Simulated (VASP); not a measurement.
# KBr (Cmmm) in VASP: notebook

The runs below take KBr through single point, with LDA.

All numbers are computed with VASP 6.6.1; they aren't measurements. Logs are shortened: lines on timing, memory, paths and dates and some standing lists are left out, and cuts for length are marked.

## 1. The cell of the first run

It takes space group Cmmm (No. 65, orthorhombic). Conventional cell: a = 5.547 Å, b = 5.890 Å, c = 4.043 Å, α = 90.00°, β = 90.00°, γ = 90.00°. K (site symmetry mmm) has 8 Br at 3.43 to 3.57 Å as nearest neighbours. Br (site symmetry mmm) is surrounded by 8 K at 3.43 to 3.57 Å.

Measurements of this composition are mostly on another form, of space group No. 225.

## 2. Single point, LDA (strain -0.0600 x Voigt [0, 0, 0, 0, 0, 1], atoms carried along)

File INCAR:

```
PREC = Accurate ; ENCUT = 520
EDIFF = 1E-7 ; ISMEAR = 0
SIGMA = 0.05 ; LREAL = False
LASPH = True ; NELM = 100
ALGO = Normal ; ISIF = 2
LWAVE = False ; LCHARG = False
NBANDS = 15
```

File KPOINTS:

```
regular mesh
0
Gamma
  6 6 6
```

File POSCAR:

```
KBr
1.0
    4.0434990000     -0.1213049700      0.0000000000
   -0.1213049700      4.0434990000      0.0000000000
    0.0000000000      0.0000000000      4.0434990000
K Br
1 1
Direct
    0.0000000000      0.0000000000      0.0000000000
    0.5000000000      0.5000000000      0.5000000000
```

Potentials or basis: VASP PAW LDA potentials, release 64 (K_sv, Br).

On the command line:

```sh
cat potpaw_LDA.64/K_sv/POTCAR potpaw_LDA.64/Br/POTCAR > POTCAR
mpirun -np 1 vasp_std > vasp.out
```

OUTCAR:

```text
PREC = Accurate
   ENCUT = 520
   EDIFF = 1E-7
   ISMEAR = 0
   LREAL = False
   LASPH = True
   NELM = 100
   ISIF = 2

 ion  position               nearest neighbor table
   1  0.000  0.000  0.000-
   2  0.500  0.500  0.500-

  LATTYP: Found a base centered orthorhombic cell.
 ALAT       =     5.5468199915
 B/A-ratio  =     1.0618556701
 C/A-ratio  =     0.7289760631

  Lattice vectors:

 A1 = (   4.0434990000,  -0.1213049700,   0.0000000000)
 A2 = (  -0.1213049700,   4.0434990000,   0.0000000000)
 A3 = (   0.0000000000,   0.0000000000,   4.0434990000)

Analysis of symmetry for initial positions (statically):
=====================================================================
 Subroutine PRICEL returns:
 Original cell was already a primitive cell.

 Routine SETGRP: Setting up the symmetry group for a
 base centered orthorhombic supercell.

 Subroutine GETGRP returns: Found  8 space group operations
 (whereof  8 operations were pure point group operations)
 out of a pool of  8 trial point group operations.

The static configuration has the point symmetry D_2h.

Analysis of symmetry for dynamics (positions and initial velocities):
=====================================================================
 Subroutine PRICEL returns:
 Original cell was already a primitive cell.

 Routine SETGRP: Setting up the symmetry group for a
 base centered orthorhombic supercell.

 Subroutine GETGRP returns: Found  8 space group operations
 (whereof  8 operations were pure point group operations)
 out of a pool of  8 trial point group operations.

The dynamic configuration has the point symmetry D_2h.

 Subroutine INISYM returns: Found  8 space group operations
 (whereof  8 operations are pure point group operations),
 and found     1 'primitive' translations

----------------------------------------------------------------------------------------

                                     Primitive cell

  volume of cell :      66.0512

  direct lattice vectors                    reciprocal lattice vectors
     4.043499000 -0.121304970  0.000000000     0.247533339  0.007426000  0.000000000
    -0.121304970  4.043499000  0.000000000     0.007426000  0.247533339  0.000000000
     0.000000000  0.000000000  4.043499000     0.000000000  0.000000000  0.247310559

  length of vectors
     4.045318165  4.045318165  4.043499000     0.247644704  0.247644704  0.247310559

  position of ions in fractional coordinates (direct lattice)
     0.000000000  0.000000000  0.000000000
     0.500000000  0.500000000  0.500000000

  ion indices of the primitive-cell ions
   primitive index   ion index
                 1           1
                 2           2

----------------------------------------------------------------------------------------

 KPOINTS: regular mesh

Automatic generation of k-mesh.
 Grid dimensions read from file:
 generate k-points for:    6    6    6

 Generating k-lattice:

  Cartesian coordinates                     Fractional coordinates (reciprocal lattice)
     0.041255557  0.001237667  0.000000000     0.166666667  0.000000000  0.000000000
     0.001237667  0.041255557  0.000000000     0.000000000  0.166666667  0.000000000
     0.000000000  0.000000000  0.041218427     0.000000000  0.000000000  0.166666667

  Length of vectors
     0.041274117  0.041274117  0.041218427

  Shift w.r.t. Gamma in fractional coordinates (k-lattice)
     0.000000000  0.000000000  0.000000000

 Subroutine IBZKPT returns following result:
 ===========================================

 Found     52 irreducible k-points:

 Following reciprocal coordinates:
            Coordinates               Weight
  0.000000  0.000000  0.000000      1.000000
  0.166667  0.000000  0.000000      4.000000
  0.333333  0.000000  0.000000      4.000000
  0.500000  0.000000  0.000000      2.000000
  0.166667  0.166667  0.000000      2.000000
  0.333333  0.166667  0.000000      4.000000
[... 16 lines left out ...]
  0.333333  0.333333  0.166667      4.000000
  0.500000  0.333333  0.166667      8.000000
 [... further k-points ...]
   k-points           NKPTS =     52   k-points in BZ     NKDIM =     52   number of bands    NBANDS=     15
   number of dos      NEDOS =    301   number of ions     NIONS =      2
   total plane-waves  NPLWV =  27000
   dimension x,y,z NGX =    30 NGY =   30 NGZ =   30
   dimension x,y,z NGXF=    60 NGYF=   60 NGZF=   60
   ions per type =               1   1
   NGX,Y,Z   is equivalent  to a cutoff of  12.33, 12.33, 12.33 a.u.
   NGXF,Y,Z  is equivalent  to a cutoff of  24.66, 24.66, 24.67 a.u.
 SYSTEM =  unknown system
   PREC   = accura    normal or accurate (medium, high low for compatibility)
   ISTART =      0    job   : 0-new  1-cont  2-samecut
   ICHARG =      2    charge: 1-file 2-atom 10-const
   ISPIN  =      1    spin polarized calculation?
   LNONCOLLINEAR =      F non collinear calculations
   LSORBIT =      F    spin-orbit coupling
   LASPH  =      T    aspherical Exc in radial PAW
   ENCUT  =  520.0 eV  38.22 Ry    6.18 a.u.   7.52  7.52  7.52*2*pi/ulx,y,z
   NELM   =    100;   NELMIN=  2; NELMDL= -5     # of ELM steps
   EDIFF  = 0.1E-06   stopping-criterion for ELM
   LREAL  =      F    real-space projection
   EDIFFG = 0.1E-05   stopping-criterion for IOM
   NSW    =      0    number of steps for IOM
   IBRION =     -1    ionic relax: 0-MD 1-quasi-New 2-CG
   NFREE  =      0    steps in history (QN), initial steepest desc. (CG)
   ISIF   =      2    stress and relaxation
   ISYM   =      2    0-nonsym 1-usesym 2-fastsym
   POTIM  = 0.5000    time-step for ionic-motion
   TEBEG  =    0.0;   TEEND  =   0.0 temperature during run
   PSTRESS=    0.0 pullay stress
   NELECT =      16.0000    total number of electrons
   NUPDOWN=      -1.0000    fix difference up-down
   EMIN   =  10.00;   EMAX   =-10.00  energy-range for DOS
   EFERMI =   0.00;   METHOD = LEGACY
   ISMEAR =     0;   SIGMA  =   0.05  broadening in eV -4-tet -1-fermi 0-gaus
   EFERMI_NEDOS =   21; number of points for ismear=-14 and -15
   IALGO  =     38    algorithm
   IMIX   =      4    mixing-type and parameters
     AMIX     =   0.40;   BMIX     =  1.00
     AMIX_MAG =   1.60;   BMIX_MAG =  1.00
  volume/ion in A,a.u.               =      33.03       222.87
  Fermi-wavevector in a.u.,A,eV,Ry     =   1.020519  1.928502 14.169915  1.041459
  Thomas-Fermi vector in A             =   2.154093
   LORBIT       =      0    0 simple, 1 ext, 2 COOP (PROOUT), +10 PAW based schemes
   GGA     = CA    functional components
   LHFCALC =     F    Hartree Fock is set to
   AEXX    =    0.0000 exact exchange contribution
   IVDW    =     0    specifies the selected vdW correction
   LEPSILON=     F    determine dielectric tensor
   LRPA    =     F    only Hartree local field effects (RPA)
 non-spin polarized calculation
 Gauss-broadening in eV      SIGMA  =   0.05
  energy-cutoff  :      520.00
  volume of cell :       66.05
 maximum number of plane-waves:      1799
   NGX = 15   NGY = 15   NGZ = 15

 number of electron      15.9999999 magnetization

 Free energy of the ion-electron system (eV)
  ---------------------------------------------------
  ext. energy  EPLUGINS =         0.00000000
  ---------------------------------------------------
  free energy    TOTEN  =        -6.68457046 eV

  energy without entropy =       -6.68457046  energy(sigma->0) =       -6.68457046

 E-fermi :  -0.6024     XC(G=0):  -8.3189

 val. band max:       -0.9298899961   @ k =   0.5000   0.5000   0.0000
 cond. band min:       2.5613994098   @ k =   0.0000   0.0000   0.0000
 fundamental gap:      3.4912894060
 Fermi energy:        -0.6023808586

 k-point     1 :       0.0000    0.0000    0.0000
  band No.  band energies     occupation
      1     -29.1893      2.00000
      2     -13.7384      2.00000
      3     -12.8496      2.00000
      4     -12.8476      2.00000
      5     -12.8475      2.00000
      6      -1.2364      2.00000
      7      -1.1972      2.00000
      8      -1.1515      2.00000
      9       2.5614      0.00000
     10       4.6519      0.00000
     11       4.6748      0.00000
     12       8.4291      0.00000
     13       8.5278      0.00000
     14       8.7468      0.00000
     15      11.3140      0.00000

 k-point     2 :       0.1667    0.0000    0.0000
  band No.  band energies     occupation
      1     -29.1866      2.00000
      2     -13.7752      2.00000
      3     -12.8456      2.00000
      4     -12.8422      2.00000
      5     -12.8062      2.00000
      6      -1.7713      2.00000
      7      -1.1919      2.00000
      8      -1.1872      2.00000
      9       3.2048      0.00000
     10       4.8713      0.00000
     11       5.2265      0.00000
     12       8.4467      0.00000
     13       8.4524      0.00000
     14       8.7456      0.00000
     15      10.3392      0.00000

 k-point     3 :       0.3333    0.0000    0.0000
  band No.  band energies     occupation
      1     -29.1810      2.00000
      2     -13.8468      2.00000
      3     -12.8401      2.00000
      4     -12.8317      2.00000
      5     -12.7193      2.00000
      6      -2.6081      2.00000
      7      -1.1821      2.00000
      8      -1.1820      2.00000
      9       4.3977      0.00000
     10       5.4635      0.00000
     11       6.2405      0.00000
     12       8.3595      0.00000
     13       8.4575      0.00000
     14       8.7899      0.00000
     15       8.9588      0.00000
[... 343 lines left out ...]
 k-point    23 :       0.3333    0.3333    0.1667
  band No.  band energies     occupation
      1     -29.1706      2.00000
      2     -13.6556      2.00000
      3     -12.9628      2.00000
      4     -12.8608      2.00000
      5     -12.7946      2.00000
      6      -2.2777      2.00000
      7      -2.1526      2.00000
      8      -1.4574      2.00000
      9       5.1495      0.00000
     10       6.0747      0.00000
     11       6.6432      0.00000
     12       6.9260      0.00000
     13       7.7682      0.00000
     14       8.2864      0.00000
     15      10.2547      0.00000

 k-point    24 :       0.5000    0.3333    0.1667
  band No.  band energies     occupation
      1     -29.1681      2.00000
      2     -13.5793      2.00000
      3     -12.9575      2.00000
      4     -12.9005      2.00000
      5     -12.8476      2.00000
      6      -2.4780      2.00000
      7      -2.0965      2.00000
      8      -1.4116      2.00000
      9       4.7943      0.00000
     10       6.1108      0.00000
     11       6.4971      0.00000
     12       7.0693      0.00000
     13       8.0887      0.00000
     14       8.4471      0.00000
     15       9.9161      0.00000

 [... further k-points ...]
[... 5 lines left out ...]
  --------------------------------------------------------------------------------------
  -------------------------------------------------------------------------------------
  Total       -1.0446277     -1.0446277     -1.0465578      0.0315916      0.0000000      0.0000000
  in kB      -25.3390965    -25.3390965    -25.3859148      0.7663042      0.0000000      0.0000000
  external PRESSURE =     -25.3547026 kB  Pullay stress =       0.0000000 kB

 VOLUME and BASIS-vectors are now :
 -----------------------------------------------------------------------------
  energy-cutoff  :      520.00
  volume of cell :       66.05
      direct lattice vectors                 reciprocal lattice vectors
     4.043499000 -0.121304970  0.000000000     0.247533339  0.007426000  0.000000000
    -0.121304970  4.043499000  0.000000000     0.007426000  0.247533339  0.000000000
     0.000000000  0.000000000  4.043499000     0.000000000  0.000000000  0.247310559

 POSITION                                       TOTAL-FORCE (eV/Angst)
 -----------------------------------------------------------------------------------
      0.00000      0.00000      0.00000        -0.000000      0.000000      0.000000
      1.96110      1.96110      2.02175         0.000000      0.000000      0.000000
 -----------------------------------------------------------------------------------
    total drift:                               -0.000000      0.000000     -0.000000

  FREE ENERGIE OF THE ION-ELECTRON SYSTEM (eV)
  ---------------------------------------------------
  free  energy   TOTEN  =        -6.6845704602 eV

  energy  without entropy=       -6.6845704602  energy(sigma->0) =       -6.68457046
```

Wall time 31 s (1 thread of Intel Xeon Platinum 8488C (Sapphire Rapids), shared host); peak memory 0.17 GiB.

Results:

| Item | Value |
| --- | --- |
| Free energy | -6.6846 eV |
| Pressure | -2.5 GPa |
| Band gap on the k mesh | 3.49 eV, indirect (least direct gap 3.71 eV) |

Levels at points of the mesh, in eV from the valence-band top:
| k point | band 4 | band 5 | band 6 | band 7 | band 8 | band 9 | band 10 | band 11 | band 12 | band 13 |
| --- | --- | --- | --- | --- | --- | --- | --- | --- | --- | --- |
| (0.00, 0.00, 0.00) | -11.92 | -11.92 | -0.31 | -0.27 | -0.22 | 3.49 | 5.58 | 5.60 | 9.36 | 9.46 |
| (0.50, 0.00, 0.00) | -11.90 | -11.74 | -2.02 | -0.25 | -0.25 | 6.15 | 6.92 | 7.36 | 8.70 | 9.48 |
| (0.50, 0.50, 0.00) | -12.06 | -11.88 | -1.47 | -1.36 | 0.00 | 4.92 | 6.25 | 7.83 | 7.88 | 9.66 |
| (0.00, 0.00, 0.50) | -11.90 | -11.76 | -2.02 | -0.34 | -0.15 | 6.16 | 6.92 | 7.33 | 8.73 | 9.24 |
| (0.50, 0.00, 0.50) | -12.07 | -11.88 | -1.42 | -1.42 | 0.00 | 4.91 | 6.23 | 7.87 | 7.89 | 9.90 |
| (0.50, 0.50, 0.50) | -12.02 | -12.02 | -1.48 | -1.47 | -1.44 | 6.86 | 7.13 | 7.39 | 8.98 | 9.21 |

[end of part 1 of 2]
